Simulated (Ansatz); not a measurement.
## P: a bulk modulus from differences

The cell was found from a structure generator's guess, not taken from experiment.

The calculation used DFT PBE, scalar-relativistic, plane waves, PAW (Ansatz). The final run on the 4-atom cell used 420 eV, a Γ-centred 8×10×6 mesh, 0.01 eV smearing and no spin polarisation.

```
CELL_PARAMETERS angstrom
4.59302 0.00000 0.00000
0.00000 3.30511 0.00000
-1.19685 0.00000 5.78984
ATOMIC_POSITIONS crystal
P 0.54081 0.00000 0.81719
P 0.13419 0.50000 0.18304
P 0.45919 0.00000 0.18281
P 0.86581 0.50000 0.81696
```

The cell was set to several volumes, with shape and atoms relaxed at each where symmetry leaves them free. Pressure is positive in compression, and energies count from the lowest row.

```csv
row,V (Å³/atom),P (GPa),ΔE (meV/atom),gap on mesh (eV)
1,19.336,1.69,11.6,0.00
2,19.995,?,?,?
3,20.655,0.63,2.2,0.14
4,21.314,0.25,0.5,0.23
5,21.973,0.00,0.0,0.31
6,22.632,-0.14,0.3,0.38
7,23.291,-0.20,1.0,0.44
8,24.170,-0.22,2.2,0.51
```

Problem. Find B = −V·ΔP/ΔV from rows 4 and 6 and from rows 1 and 3, and from the two its slope B′ and its value B0 at zero pressure.

Solution. Rows 4 and 6 give −(21.314 + 22.632)/2 × (-0.14 − (0.25))/(22.632 − 21.314) = 6.5 GPa at a mean pressure of 0.05 GPa. Rows 1 and 3 give −(19.336 + 20.655)/2 × (0.63 − (1.69))/(20.655 − 19.336) = 16.1 GPa at a mean pressure of 1.16 GPa. So B′ = (16.1 − 6.5)/(1.16 − (0.05)) = 8.65 and B0 = 6.5 − 8.65 × (0.05) = 6.1 GPa. A third-order Birch–Murnaghan fit to all the energies gives B0 = 6.0 GPa and B′ = 15.5.

Problem. Estimate the pressure and energy of row 2.

Solution. From row 5, V0 = 21.973 × (1 + (0.00)/6.1) = 21.973 Å³/atom. Murnaghan's form P = (B0/B′)·[(V0/V)^B′ − 1] gives (6.1/8.65) × [(21.973/19.995)^8.65 − 1] = 0.89 GPa; the computed pressure is 1.16 GPa, so the estimate is off by -0.27 GPa. The work of compression from row 3, with the mean of the two pressures, gives ΔE = 2.2 + (0.89 + 0.63)/2 × (20.655 − 19.995)/160.2 × 1000 = 5.3 meV/atom (1 eV/Å³ = 160.2 GPa); the computed value is 5.8 meV/atom. Its gap on the mesh is 0.02 eV.

No dispersion correction is applied, so the spacing and binding between layers, chains or molecules are poorly described. Kohn–Sham gaps at this level usually fall short of measured ones. Small gaps are read on the mesh alone, and bands can cross between its points. All volumes keep the k mesh of the relaxed cell. This cell was reached by moving the atoms of another relaxed cell at random and relaxing again, last within the group found; it had no such test of its own.
